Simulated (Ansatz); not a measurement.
# SnO2 monolayer (2H) under uniaxial strain along a, the zigzag direction, with the width clamped, part 2 of 3

Aim: how do the optical modes of SnO2 monolayer (2H) shift and split under this strain?

Ansatz 0.2.0; DFT PBE, scalar-relativistic, plane waves, PAW; PAW set soft_1.

So far: Starting point; Relaxation.

## 2. Relaxation (continued)

Valence density in the ac plane at fractional y = 0.333, with atoms of O within 0.2 Å of it. It is the smooth field of the valence electrons, not physical close to the nuclei.

Ten steps, logarithmic in the rise over the least value, from '_' (0.0 e/Å³) to '@' (5.5 e/Å³), each cell a mean:
```
________________________________
________________________________
________________________________
________________________________
________________________________
________________________________
________________________________
________________________________
________________________________
________________________________
________________________________
________________________________
________________________________
____________....::--------::::..
--::::::::--==**##@@@@@@@@%%**==
====++++++========++++++++======
----::::----==**##@@@@@@@@%%**++
..__________..::--========--::..
________________________________
________________________________
________________________________
________________________________
________________________________
________________________________
```
Columns run along a (3.1 Å), rows up along c (28.7 Å). Atoms in or near the plane, at fractional coordinates: O at (0.67, 0.39), O at (0.67, 0.31).

## 3. Relaxation

The relaxation is repeated from its end, on the mesh and smearing that suit the cell and gap now reached.

The input, input.yaml:

```yaml
crystal:
  lattice:
    - [3.1015086663, 0.0, 0.0]
    - [-1.5507543331, 2.685985295, 0.0]
    - [0.0, 0.0, 28.7]
  atoms:
    - { symbol: Sn, position: [0.3333333333, 0.6666666667, 0.3484320557] }
    - { symbol: O, position: [0.6666666667, 0.3333333333, 0.3912981121] }
    - { symbol: O, position: [0.6666666667, 0.3333333333, 0.3055659994] }
  periodic: [true, true, false]
kpoints:
  mp_grid: { grid: [12, 12, 1] }
hamiltonian:
  xc: pbe
  pseudopotentials: { kind: paw, azcp: { folder: soft_1 } }
scf:
  occupations: { method: gaussian, width: 0.02 }
output:
  forces: true
  stress: true
  eigenvalues: true
  write_density: true
  write_potential: true
  elf: true
  volumetric_format: npy
relax:
  adjacent_minimum: "off"
  f_tol: 0.005
  max_steps: 80
  cell: { stress_2d_tol: 0.02 }
```

On the command line:

```console
$ ansatz run input.yaml --threads 4 --pin off --max-ram 16384MiB --backend cpu --events-out ev --progress --plain --runs-dir out
```

Numbers of over 12 decimals in the logs are rounded to 6 here.

Log:

```text
[...]
Crystal: 3 atoms, lattice volume = 239.088 Å³
Basis set: ecut = 420 eV, 4631 PW (Γ), exchange–correlation on 48×48×384 points (8 copies of the dense FFT grid, shifted against one another)
Bands: 17, of which v1, the nominal top of the filled ones, is band 13 counted from 1 (12 counted from 0)
Symmetry: 12 space group operations
[...]
--- Relaxed structure (1 steps of the walk, 1 accepted, 1 SCFs on fresh bases) ---
[...]
cell:  # Å, volume = 239.0884 Å³
    - [3.101509, -2.8867610028260496e-11, 0.0]
    - [-1.550754, 2.685985, 0.0]
    - [0.0, 0.0, 28.7]
  atoms:
    - { symbol: Sn, position: [0.333333, 0.666667, 0.348432] }
    - { symbol: O, position: [0.666667, 0.333333, 0.391298] }
    - { symbol: O, position: [0.666667, 0.333333, 0.305566] }
[key lines of the parts left out:]
SCF converged after 6 iterations
Free energy (F): -7157.152813 eV
Fermi energy:    -8.126319 eV
P = ½ c Tr σ = -0.0049 N/m
```

Run time: 6.3 s. Hardware: 4 threads of Arm Neoverse V1, shared host; peak memory 0.51 GiB.

Little changed from the start: no atom moved by 0.005 Å and no cell edge by 0.1 %.

## 4. Tight relaxation

Phonons need small forces and stress, so the relaxation is finished with tight tolerances on 12×12×1 k points.

input.yaml, the sections that differ from step 3:

```yaml
crystal:
  lattice:
    - [3.1015086663, 0.0, 0.0]
    - [-1.5507543331, 2.6859852951, 0.0]
    - [0.0, 0.0, 28.7]
  atoms:
    - { symbol: Sn, position: [0.3333333333, 0.6666666667, 0.3484320557] }
    - { symbol: O, position: [0.6666666667, 0.3333333333, 0.3912981121] }
    - { symbol: O, position: [0.6666666667, 0.3333333333, 0.3055659994] }
  periodic: [true, true, false]
scf:
  occupations: { method: fixed }
relax:
  adjacent_minimum: "off"
  f_tol: 0.001
  max_steps: 60
  cell: { stress_2d_tol: 0.002 }
# kpoints, hamiltonian, output: as in step 3
```

Log:

```text
[...]
Crystal: 3 atoms, lattice volume = 239.088 Å³
Basis set: ecut = 420 eV, 4631 PW (Γ), exchange–correlation on 48×48×384 points (8 copies of the dense FFT grid, shifted against one another)
Bands: 17, of which v1, the nominal top of the filled ones, is band 13 counted from 1 (12 counted from 0)
Symmetry: 12 space group operations
[...]
--- Relaxed structure (2 steps of the walk, 2 accepted, 1 SCFs on fresh bases) ---
[...]
cell:  # Å, volume = 239.0757 Å³
    - [3.101426, -2.8866840810914262e-11, 0]
    - [-1.550713, 2.685914, 0]
    - [0, 0, 28.7]
  atoms:
    - { symbol: Sn, position: [0.333333, 0.666667, 0.348432] }
    - { symbol: O, position: [0.666667, 0.333333, 0.391299] }
    - { symbol: O, position: [0.666667, 0.333333, 0.305565] }
[key lines of the parts left out:]
SCF converged after 9 iterations
Free energy (F): -7157.152818 eV
Fermi energy:    -8.451825 eV
P = ½ c Tr σ = 0.0004 N/m
```

Wall time 9.5 s (4 threads); peak memory 0.51 GiB; 36 s of CPU time.

Little changed from the start: no atom moved by 0.005 Å and no cell edge by 0.1 %.

Numbers from this step:

| Quantity | Value |
| --- | --- |
| gap on the k-mesh | 0.6505 eV |

Electrostatic potential energy in the ac plane at fractional y = 0.333, with atoms of O within 0.2 Å of it. With pseudopotentials it is smooth inside the atoms' cores, unlike the true potential.

Values in eV, 24 rows by 16 columns, each cell a mean:
```
  0   0   0   0   0   0   0   0   0   0   0   0   0   0   0   0
  0   0   0   0   0   0   0   0   0   0   0   0   0   0   0   0
  0   0   0   0   0   0   0   0   0   0   0   0   0   0   0   0
  0   0   0   0   0   0   0   0   0   0   0   0   0   0   0   0
  0   0   0   0   0   0   0   0   0   0   0   0   0   0   0   0
  0   0   0   0   0   0   0   0   0   0   0   0   0   0   0   0
  0   0   0   0   0   0   0   0   0   0   0   0   0   0   0   0
  0   0   0   0   0   0   0   0   0   0   0   0   0   0   0   0
  0   0   0   0   0   0   0   0   0   0   0   0   0   0   0   0
  0   0   0   0   0   0   0   0   0   0   0   0   0   0   0   0
  0   0   0   0   0   0   0   0   0   0   0   0   0   0   0   0
  0   0   0   0   0   0   0   0   0   0   0   0   0   0   0   0
  0   0   0   0   0   0   0   0   0   0   0   0   0   0   0   0
  0   0  -1  -1  -1   0   0   0  -1  -1  -2  -2  -1  -1   0   0
 -6  -6  -6  -6  -6  -6  -6 -11 -23 -27 -28 -28 -28 -25 -15  -6
-18 -23 -25 -26 -25 -21 -15 -11  -9  -9 -10 -10  -9  -9 -10 -13
 -7  -7  -8  -8  -8  -7  -7 -12 -23 -27 -28 -28 -27 -25 -16  -7
 -1  -1  -1  -1  -1  -1  -1  -1  -1  -3  -5  -5  -4  -2  -1  -1
  0   0   0   0   0   0   0   0   0   0   0   0   0   0   0   0
  0   0   0   0   0   0   0   0   0   0   0   0   0   0   0   0
  0   0   0   0   0   0   0   0   0   0   0   0   0   0   0   0
  0   0   0   0   0   0   0   0   0   0   0   0   0   0   0   0
  0   0   0   0   0   0   0   0   0   0   0   0   0   0   0   0
  0   0   0   0   0   0   0   0   0   0   0   0   0   0   0   0
```
Columns run along a (3.1 Å; values clipped at the 3rd and 97th percentile), rows up along c (28.7 Å). Atoms in or near the plane, at fractional coordinates: O at (0.67, 0.39), O at (0.67, 0.31).

ELF in the ac plane at fractional y = 0.333, with atoms of O within 0.2 Å of it. It is the smooth field of the valence electrons, not physical close to the nuclei.

Ten even steps from '0' (0.00) to '9' (0.81), each cell a mean:
```
0000000000000000
0000000000000000
0000000000000000
0000000000000000
0000000000000000
0000000000000000
0000000000000000
0000000000000000
0000000000000000
0000000000000000
0000000000000000
0000000000000000
0000000000000000
1000012456776643
4211137999879998
2222222344444432
4211136999778997
1000013567887754
0000000000000000
0000000000000000
0000000000000000
0000000000000000
0000000000000000
0000000000000000
```
Columns run along a (3.1 Å), rows up along c (28.7 Å). Atoms in or near the plane, at fractional coordinates: O at (0.67, 0.39), O at (0.67, 0.31).

Valence density in the ac plane at fractional y = 0.333, with atoms of O within 0.2 Å of it. It is the smooth field of the valence electrons, not physical close to the nuclei.

Ten steps, logarithmic in the rise over the least value, from '0' (0.0 e/Å³) to '9' (5.5 e/Å³), each cell a mean:
```
0000000000000000
0000000000000000
0000000000000000
0000000000000000
0000000000000000
0000000000000000
0000000000000000
0000000000000000
0000000000000000
0000000000000000
0000000000000000
0000000000000000
0000000000000000
0000001123333221
3222234679999864
4455544445555444
3322334679999865
1000001234444321
0000000000000000
0000000000000000
0000000000000000
0000000000000000
0000000000000000
0000000000000000
```
Columns run along a (3.1 Å), rows up along c (28.7 Å). Atoms in or near the plane, at fractional coordinates: O at (0.67, 0.39), O at (0.67, 0.31).

The largest force component left is 0.57 meV/Å, within the tolerances set.

## 5. Modes at rest

The force constants come from the linear response of the density to a displacement.

The modes at rest are the reference of the series.

input.yaml, the sections that differ from step 4:

```yaml
crystal:
  lattice:
    - [3.1014260212, 0.0, 0.0]
    - [-1.5507130106, 2.6859137224, 0.0]
    - [0.0, 0.0, 28.7]
  atoms:
    - { symbol: Sn, position: [0.3333333333, 0.6666666667, 0.3484320557] }
    - { symbol: O, position: [0.6666666667, 0.3333333333, 0.3912986974] }
    - { symbol: O, position: [0.6666666667, 0.3333333333, 0.3055654141] }
  periodic: [true, true, false]
output:
  eigenvalues: true
phonons:
  method: dfpt
# kpoints, hamiltonian, scf: as in step 4
# relax: removed
```

Log:

```text
Warning: crystal.symmetry: narrowed to the stabiliser of the run's FFT grids — unitary ops 12 → 6. A phonons.method: dfpt run fills in the rows of the dynamical matrix that it does not solve by its symmetry operations, which is exact only for operations that map its FFT grids onto themselves: filled in by any other, the frequencies could depend on the order in which like atoms are typed, or, by more than the grids' own error, on where the crystal sits among the grids' points. Excluded: 6 operations. The run can therefore solve more perturbations, solve them on more k-points, or both, and cost more. [rest of the remark cut]
[...]
Crystal: 3 atoms, lattice volume = 239.076 Å³
Basis set: ecut = 420 eV, 4631 PW (Γ), exchange–correlation on 48×48×384 points (8 copies of the dense FFT grid, shifted against one another)
Bands: 17, of which v1, the nominal top of the filled ones, is band 13 counted from 1 (12 counted from 0)
Symmetry: 12 space group operations
k-points: 43 of 144 (irreducible under 2 space group operations, time reversal used)
[...]
SCF iter   1: F=—  HF=-7160.094271 eV  |F-HF|=—  |Δ(HF+E_count)|=         —  Δρ=6.22e-2  dr2=1.12e1  ethr=3.10e-3  ⟨swp⟩=7.1  Hψ=4348  notcnv=0  defer=86
[...]
SCF iter  10: F=-7157.152818 eV  HF=-7157.152818 eV  |F-HF|=4.37e-11  |Δ(HF+E_count)|=  6.81e-10  Δρ=1.74e-7  dr2=2.89e-11  ethr=1.00e-12  ⟨swp⟩=21.3  Hψ=9684  notcnv=0
SCF 1 converged in 10 iterations: F = -7157.152818 eV  dr2 = 2.89e-11
  Residual-converged pass: ⟨swp⟩=1.0  Hψ=905  notcnv=0  max |occ|·‖R‖ = 7.0e-9 eV (tolerance 1.0e-8 eV)  dr2=2.89e-11  dr2_onsite=2.75e-12  max |Δocc| = 0.0e0
[...]
DFPT response loops at Γ: preconditioner auto → none (the input reference at scf.mixing.eps_inf says where Resta's filter doesn't serve); β = 0.50; Broyden in place of MSR1
SCF converged after 10 iterations
Free energy (F): -7157.152818 eV
[...]
Internal energy: -7157.152818 eV  (E = F + TS)
E sigma→0 (E₀):  -7157.152818 eV
Fermi energy:    -8.451821 eV
[...]
--- Band table (eV; the first three rows and the last of 43) ---
  k-point 0: bands = [... 9 lower, -9.8231, -9.2641, -9.2641, -9.1266, -7.8013, -2.7600, -0.3422, -0.1030]
  k-point 1: bands = [... 9 lower, -9.9164, -9.5303, -9.2761, -9.0836, -7.3850, -2.4251, -0.2197, 0.0404]
  k-point 2: bands = [... 9 lower, -10.1652, -10.1564, -9.3087, -8.9752, -6.6206, -1.6006, -0.1624, 0.2819]
  k-point 42: bands = [... 9 lower, -11.6832, -11.5108, -10.0012, -8.5221, -4.4221, -3.0666, 1.0083, 1.4317]
--- Phonons (Γ-DFPT): 6 representative perturbations + reference, on 43 of 144 k-points (Σ response iterations 27) ---
  ASR residual: 1.017e-4 → 0.000e0 eV/Å²; symmetrization residual: 1.064e-5 eV/Å²
  The last average, over the group as it would stand without the narrowing to the FFT grids, took up to 1.025e-6 eV/Å² of the zone centre's force constants
  ASR residual per site (eV/Å²): 1.02e-4 4.74e-5 5.84e-5
  Γ frequencies (cm⁻¹): -69.36 -69.36 0.00 0.00 0.00 324.90 324.90 513.36 619.65
  non-analytic LO–TO correction: not included (Born effective charges unavailable; polar crystals: no LO–TO splitting at Γ)
```

The job ended after 36 s (4 threads; peak memory 0.96 GiB; 2.3 min of CPU time).

The column dr2 measures how far the density is from self-consistency, as an energy; F and HF (Harris–Foulkes) agree once it is small.

Numbers from this step:

```
sum-rule residual before enforcement                    : 1.02e-4 eV/Å²
point group                                             : -6m2
highest optical mode at the zone centre (no LO-TO term) : 619.6 cm⁻¹
lowest optical zone-centre mode                         : -69.36 cm⁻¹
```

Without the LO-TO term. Patterns of degenerate modes are one choice out of their space. The modes at Γ (shares of kinetic energy by element, %) (negative means imaginary):

| mode | frequency (cm⁻¹) | symmetry | Sn % | O % |
| --- | --- | --- | --- | --- |
| 1 | -69.4 | E'' | 0 | 100 |
| 2 | -69.4 | E'' | 0 | 100 |
| 3 | 0.0 | acoustic | 79 | 21 |
| 4 | 0.0 | acoustic | 79 | 21 |
| 5 | 0.0 | acoustic | 79 | 21 |
| 6 | 324.9 | E' | 21 | 79 |
| 7 | 324.9 | E' | 21 | 79 |
| 8 | 513.4 | A2'' | 21 | 79 |
| 9 | 619.6 | A1' | 0 | 100 |

Displacements in mode 1 (-69.4 cm⁻¹), the largest set to 1:
```
Sn1  0.00  0.00  0.00
O2   0.20  1.00  0.00
O3  -0.20 -1.00  0.00
```

Displacements in mode 9 (619.6 cm⁻¹), the largest set to 1:
```
Sn1  0.00  0.00  0.00
O2   0.00  0.00 -1.00
O3   0.00  0.00  1.00
```

Before it was imposed, the acoustic sum rule was missed by 1.0e-4 eV/Å². Small misses are needed for a sound result but don't prove that mesh and cutoff are converged. The lowest optical mode is imaginary, 69.4i cm⁻¹, so the energy falls along it.

## 6. Relaxation of a member: uniaxial strain of +5 % along a, the zigzag direction, with the width clamped

The cell takes a uniaxial strain of +5 % along a, the zigzag direction, with the width clamped. The cell is held, and the atoms relax in it.

The input, input.yaml:

```yaml
crystal:
  lattice:
    - [3.2564973223, 0.0, 0.0]
    - [-1.6282486611, 2.6859137224, 0.0]
    - [0.0, 0.0, 28.7]
  atoms:
    - { symbol: Sn, position: [0.3321384996, 0.6642769993, 0.3484320557] }
    - { symbol: O, position: [0.6672640835, 0.3345281671, 0.3911473474] }
    - { symbol: O, position: [0.6672640835, 0.3345281671, 0.3057167641] }
  periodic: [true, true, false]
kpoints:
  mp_grid: { grid: [12, 12, 1] }
hamiltonian:
  xc: pbe
  pseudopotentials: { kind: paw, azcp: { folder: soft_1 } }
scf:
  occupations: { method: gaussian, width: 0.02 }
output:
  forces: true
  stress: true
  eigenvalues: true
relax:
  adjacent_minimum: "off"
  f_tol: 0.001
  max_steps: 60
```

Log:

```text
[...]
--- Relaxed structure (4 steps of the walk, 4 accepted, 0 SCFs on fresh bases) ---
  F+E_penalty+E_count = -7157.06224587 eV   max|allowed force component| = 9.124e-4 eV/Å
  cell:  # Å, volume = 251.0295 Å³
    - [3.2564973223, -3.0310971538957847e-11, 0.0]
    - [-1.628248661125, 2.685914, 0.0]
    - [0.0, 0.0, 28.7]
  atoms:
    - { symbol: Sn, position: [0.332067, 0.664135, 0.348432] }
    - { symbol: O, position: [0.667300, 0.334599, 0.391125] }
    - { symbol: O, position: [0.667300, 0.334599, 0.305739] }
[key lines of the parts left out:]
SCF converged after 4 iterations
Free energy (F): -7157.062246 eV
Fermi energy:    -8.117423 eV
P = ½ c Tr σ = -4.4088 N/m
```

Wall time 19 s (4 threads); peak memory 0.59 GiB.

Hardly anything moved in the relaxation; the energy changed by under 0.2 meV an atom.

This step gave:

```yaml
gap_on_the_k_mesh: 0.3225 eV
area_per_atom: 2.916 Å²
```

The largest force component left is 0.91 meV/Å.

## 7. Modes of this member: uniaxial strain of +5 % along a, the zigzag direction, with the width clamped

The zone-centre modes follow for uniaxial strain of +5 % along a, the zigzag direction, with the width clamped.

input.yaml, the sections that differ from step 6:

```yaml
crystal:
  lattice:
    - [3.2564973223, 0.0, 0.0]
    - [-1.6282486611, 2.6859137224, 0.0]
    - [0.0, 0.0, 28.7]
  atoms:
    - { symbol: Sn, position: [0.3320673726, 0.6641347452, 0.3484320557] }
    - { symbol: O, position: [0.6672996471, 0.3345992942, 0.3911249298] }
    - { symbol: O, position: [0.6672996471, 0.3345992942, 0.3057391817] }
  periodic: [true, true, false]
scf:
  occupations: { method: fixed }
output:
  eigenvalues: true
phonons:
  method: dfpt
# kpoints, hamiltonian: as in step 6
# relax: removed
```

Log:

```text
[...]
Crystal: 3 atoms, lattice volume = 251.029 Å³
Basis set: ecut = 420 eV, 4943 PW (Γ), exchange–correlation on 48×48×384 points (8 copies of the dense FFT grid, shifted against one another)
Bands: 17, of which v1, the nominal top of the filled ones, is band 13 counted from 1 (12 counted from 0)
Symmetry: 4 space group operations
k-points: 43 of 144 (irreducible under 2 space group operations, time reversal used)
[...]
SCF iter   1: F=—  HF=-7160.064448 eV  |F-HF|=—  |Δ(HF+E_count)|=         —  Δρ=6.09e-2  dr2=1.15e1  ethr=3.10e-3  ⟨swp⟩=6.8  Hψ=4245  notcnv=0  defer=85
[...]
SCF iter  10: F=-7157.062246 eV  HF=-7157.062246 eV  |F-HF|=2.55e-11  |Δ(HF+E_count)|=  5.86e-10  Δρ=9.38e-8  dr2=1.11e-11  ethr=1.00e-12  ⟨swp⟩=22.8  Hψ=8799  notcnv=0
SCF 1 converged in 10 iterations: F = -7157.062246 eV  dr2 = 1.11e-11
[...]
SCF converged after 10 iterations
Free energy (F): -7157.062246 eV
[...]
Internal energy: -7157.062246 eV  (E = F + TS)
E sigma→0 (E₀):  -7157.062246 eV
Fermi energy:    -8.279068 eV
[...]
--- Band table (eV; the first three rows and the last of 43) ---
  k-point 0: bands = [... 9 lower, -9.7297, -9.2768, -9.1372, -8.8524, -7.9566, -3.0912, -0.3594, -0.1178]
  k-point 1: bands = [... 9 lower, -10.0107, -9.3835, -9.2924, -8.8201, -7.5538, -2.7637, -0.2351, 0.0232]
  k-point 2: bands = [... 9 lower, -10.2786, -9.9699, -9.3346, -8.7244, -6.8308, -1.9642, -0.3585, 0.1738]
  k-point 42: bands = [... 9 lower, -11.4186, -11.3298, -9.8771, -8.3513, -4.7047, -2.9783, 0.8338, 0.8681]
[...]
ASR residual: 1.299e-4 → 0.000e0 eV/Å²; symmetrization residual: 1.458e-5 eV/Å²
[...]
ASR residual per site (eV/Å²): 1.30e-4 2.34e-5 2.36e-5
  Γ frequencies (cm⁻¹): -193.21 -121.97 0.00 0.00 0.00 276.35 306.03 477.70 612.89
[...]
```

Elapsed: 50 s, on 4 threads; peak memory 0.98 GiB.

This step gave:

```yaml
gap_on_the_k_mesh: 0.3224 eV
sum_rule_residual_before_enforcement: 1.30e-4 eV/Å²
point_group: mm2
highest_optical_mode_at_the_zone_centre_no_lo_to_term: 612.9 cm⁻¹
lowest_optical_zone_centre_mode: -193.2 cm⁻¹
```

Without the LO-TO term. Patterns of degenerate modes are one choice out of their space. The modes at Γ (shares of kinetic energy by element, %) (negative means imaginary):

| mode | frequency (cm⁻¹) | symmetry | Sn % | O % |
| --- | --- | --- | --- | --- |
| 1 | -193.2 | A2 | 0 | 100 |
| 2 | -122.0 | B1 | 0 | 100 |
| 3 | 0.0 | acoustic | 79 | 21 |
| 4 | 0.0 | acoustic | 79 | 21 |
| 5 | 0.0 | acoustic | 79 | 21 |
| 6 | 276.4 | B2 | 21 | 79 |
| 7 | 306.0 | A1 | 21 | 79 |
| 8 | 477.7 | B1 | 21 | 79 |
| 9 | 612.9 | A1 | 0 | 100 |

Displacements in mode 1 (-193.2 cm⁻¹), the largest set to 1:
```
Sn1  0.00  0.00  0.00
O2   1.00  0.00  0.00
O3  -1.00  0.00  0.00
```

Displacements in mode 8 (477.7 cm⁻¹), the largest set to 1:
```
Sn1  0.00  0.00 -0.27
O2   0.00  0.05  1.00
O3   0.00 -0.05  1.00
```

The lowest optical mode is imaginary, 193.2i cm⁻¹, so the energy falls along it, and the highest lies at 612.9 cm⁻¹.

(Continued in part 3 of 3.)

[Logs are printed without paths, hosts, clocks, repeated set-up lines and the standing remarks that a program may print on its own settings, such as how far it seeks lower states.]

[Hosts, paths, dates, database ids (printed as entryN), source tags and the programs' standing remarks are cut or masked in the printed files.]
